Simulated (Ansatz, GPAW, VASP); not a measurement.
ZrC: programs and potentials compared

```
Zr C
1.0
     0.00000    2.36500    2.36500
     2.36500    0.00000    2.36500
     2.36500    2.36500    0.00000
Zr C
1 1
Cartesian
  2.3650 2.3650 2.3650
  0.0000 0.0000 0.0000
```

Alike in all runs: task single point; functional PBEsol; k mesh 10 × 10 × 10; occupations gaussian, width 0.1 eV; no spin polarisation; no spin-orbit coupling. Pressure is positive in compression and, in plane waves, holds the error of the finite cutoff.

```tsv
program and potentials	plane-wave cutoff (eV)	notes	band gap (eV)	pressure (GPa)
GPAW, PAW data sets generated for this functional	800	-	no gap	-9.32
VASP, PBE PAW files C, Zr_sv, release 54, 520 eV	520	potentials made for PBE	no gap	-8.17
Ansatz, all-electron LAPW, scalar-relativistic	-	-	no gap	-8.45
VASP, PBE PAW files C_GW, Zr_sv_GW, 550 eV	550	potentials made for PBE	?	?
```

**Question.** Estimate from the other rows what the run with VASP, PBE PAW files C_GW, Zr_sv_GW, 550 eV gave.

**Answer.** No band gap; pressure -8.94 GPa. The other rows, which needn't bracket it: pressure -9.32 to -8.17.
